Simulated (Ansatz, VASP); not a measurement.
# One calculation of ScAl3, two programs

```
Sc Al
1.0
    -2.01279    2.01279    4.42320
     2.01279   -2.01279    4.42320
     2.01279    2.01279   -4.42320
Sc Al
1 3
Direct
  0.00000 0.00000 0.00000
  0.75000 0.25000 0.50000
  0.25000 0.75000 0.50000
  0.50000 0.50000 0.00000
```

Alike in both runs: task single point; functional PBE; k mesh 6 × 6 × 6; occupations gaussian, width 0.1 eV; collinear spin.

```csv
,VASP,Ansatz
version,VASP 6.6.1,Ansatz 0.2.0
potentials or method,"VASP PAW PBE potentials, release 64 (Sc_sv, Al)","scalar-relativistic, plane waves, PAW"
plane-wave cutoff (eV),520,420
valence electrons in the cell,20,20
```

|  | VASP | Ansatz | Ansatz less VASP |
| --- | --- | --- | --- |
| gap on the k mesh at the Fermi level (eV) | none | none | - |
| pressure (GPa) | -0.4 | -0.4 | -0.03 |
| largest component of the traceless stress (GPa) | 1.42 | 1.43 | +0.006 |
| net moment per atom (μB) | 0.00 | 0.00 | 0.000 |

A gap of «none» marks a metal or a gap that the smearing closes. With one functional, cell and mesh, what is left measures potentials, basis and numerics. Ansatz warned: «seeded_moment_not_kept».

Caveats: the k mesh is coarse (spacing up to 0.37 Å⁻¹), so the values aren't converged.
